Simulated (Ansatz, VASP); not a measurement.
**Cl: VASP beside Ansatz**

```
CELL_PARAMETERS angstrom
3.10249 -2.21959 0.00000
3.10249 2.21959 0.00000
0.00000 0.00000 8.09904
ATOMIC_POSITIONS crystal
Cl 0.37000 0.63000 0.40000
Cl 0.13000 0.87000 0.90000
Cl 0.63000 0.37000 0.60000
Cl 0.87000 0.13000 0.10000
```

Alike in both runs: task single point; functional LDA; k mesh 7 × 7 × 4; occupations fermi-dirac, width 0.05 eV; no spin polarisation.

|  | VASP | Ansatz |
| --- | --- | --- |
| version | VASP 6.6.1 | Ansatz 0.2.0 |
| potentials or method | VASP PAW LDA potentials, release 64 (Cl) | Ansatz PAW |
| plane-wave cutoff (eV) | 520 | 420 |
| valence electrons in the cell | 28 | 28 |

```tsv
	VASP	Ansatz	Ansatz less VASP
gap on the k mesh at the Fermi level (eV)	2.51	2.48	-0.034
least direct gap on the mesh (eV)	2.57	2.54	-0.034
pressure (GPa)	-1.7	-1.4	+0.36
largest component of the traceless stress (GPa)	0.53	0.34	-0.194
rms of the force components (eV/Å)	0.118	0.207	+0.0881
```

Atom by atom the forces differ by 0.095 eV/Å (rms over components).

Caveats: an odd mesh through Γ misses points on the zone boundary, where band edges often lie (VASP); odd divisions of the mesh miss points on the zone boundary, where band edges often lie, so the gap on the mesh can be too wide (Ansatz); the PAW data sets come from PBE, with cores solved anew for the run's functional, which leaves a small shift of forces and pressure (Ansatz).
